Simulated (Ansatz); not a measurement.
## Relaxation of Te₂Mo

Method: DFT PBE, scalar-relativistic, plane waves, PAW in Ansatz 0.2.0. Run with 420 eV cutoff, 12×12×2 k-mesh, Gaussian smearing of 0.02 eV, no spin polarisation.

What was changed: biaxial strain in the a-b plane, c and atoms relaxed: +4.0 %.

Command:

```bash
ansatz run input.yaml --threads 1 --pin off --max-ram 2560MiB --backend cpu --events-out ev --progress --plain --runs-dir out
```

Input:

```yaml
crystal:
  lattice:
    - [3.6989298689, 0.0, 0.0]
    - [-1.8494649344, 3.2033672333, 0.0]
    - [0.0, 0.0, 14.9636512279]
  atoms:
    - { symbol: Te, position: [0.3333333333, 0.6666666667, 0.6322684957] }
    - { symbol: Te, position: [0.6666666667, 0.3333333333, 0.1322684957] }
    - { symbol: Te, position: [0.6666666667, 0.3333333333, 0.3677315043] }
    - { symbol: Te, position: [0.3333333333, 0.6666666667, 0.8677315043] }
    - { symbol: Mo, position: [0.3333333333, 0.6666666667, 0.25] }
    - { symbol: Mo, position: [0.6666666667, 0.3333333333, 0.75] }
basis:
  ecutwfc: 420
kpoints:
  mp_grid: { grid: [12, 12, 2] }
hamiltonian:
  xc: pbe
scf:
  occupations: { method: gaussian, width: 0.02 }
output:
  forces: true
  stress: true
  eigenvalues: true
relax:
  adjacent_minimum: "off"
  f_tol: 0.008
  max_steps: 40
  cell: { stress_tol: 0.015, fix: [a, b, gamma] }
```

F is the free energy. Steps run on the plane waves of an earlier cell, but the last one, and at times one on the way, on a freshly chosen basis, so a repeated geometry can differ a little in energy. The held parts of the cell keep their stress, so P needn't end at zero.

Steps:

```
step F − F(1) (eV) largest force component (eV/Å) V (Å³/atom) P (GPa)
   1         0.0000                           0.038       29.551    -3.23
   2         0.0013                           0.101       29.527    -2.75
   3        -0.0003                           0.000       29.527    -3.10
   4        -0.0002                           0.000       29.527    -3.10
```

Relaxed structure:

```yaml
crystal:
  lattice:
    - [3.69893, 0.00000, 0.00000]
    - [-1.84946, 3.20337, 0.00000]
    - [0.00000, 0.00000, 14.95139]
  atoms:
    - { symbol: Te, position: [0.33333, 0.66667, 0.63237] }
    - { symbol: Te, position: [0.66667, 0.33333, 0.13237] }
    - { symbol: Te, position: [0.66667, 0.33333, 0.36763] }
    - { symbol: Te, position: [0.33333, 0.66667, 0.86763] }
    - { symbol: Mo, position: [0.33333, 0.66667, 0.25000] }
    - { symbol: Mo, position: [0.66667, 0.33333, 0.75000] }
```

The structure is hexagonal, space group P6_3/mmc (No. 194). Conventional cell: a = 3.699 Å, b = 3.699 Å, c = 14.951 Å, α = 90.00°, β = 90.00°, γ = 120.00°. Te (site symmetry 3m) has 3 Mo at 2.77 Å as nearest neighbours. Mo (site symmetry -6m2) is surrounded by 6 Te at 2.77 Å.

The run converged. The run took 65 s on 1 thread of Arm Neoverse V2, with other jobs on the host, peak memory 0.59 GiB.